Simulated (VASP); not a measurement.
TePb, 2 atoms in the cell. Symmetry: Pm-3m, No. 221, cubic system. Conventional cell: a = 4.002 Å, b = 4.002 Å, c = 4.002 Å, α = 90.00°, β = 90.00°, γ = 90.00°. Te (site symmetry m-3m) is surrounded by 8 Pb at 3.47 Å. Pb (site symmetry m-3m) is surrounded by 8 Te at 3.47 Å. Measurements of this composition are mostly on another form, of space group No. 225.

* Program: VASP 6.6.1
* Task: relaxation of cell and atoms
* Functional: PBE
* Potentials or basis: VASP PAW PBE potentials, release 64 (Te, Pb_d)
* Cutoff: 600 eV
* k mesh: 8 × 8 × 8
* Occupations: gaussian, width 0.03 eV
* Spin: no spin polarisation
* Further INCAR settings: ALGO = Normal; EDIFF = 1e-07; IBRION = 2; EDIFFG = -0.005; NSW = 90; ISIF = 3

Potentials or basis: VASP PAW PBE potentials, release 64 (Te, Pb_d).

Run with:

```console
$ cat potpaw_PBE.64/Te/POTCAR potpaw_PBE.64/Pb_d/POTCAR > POTCAR
$ mpirun -np 1 vasp_std > vasp.out
```

Hardware: 1 thread of Intel(R) Xeon(R) Platinum 8488C (Sapphire Rapids), on a shared host.

Problem. How long does it take, and how much memory?

Solution. Run time: 36 s on 1 thread of Intel(R) Xeon(R) Platinum 8488C (Sapphire Rapids) (shared host), peak memory 0.2 GiB. Counts: scf iterations 19, k points 35, ion steps 2.
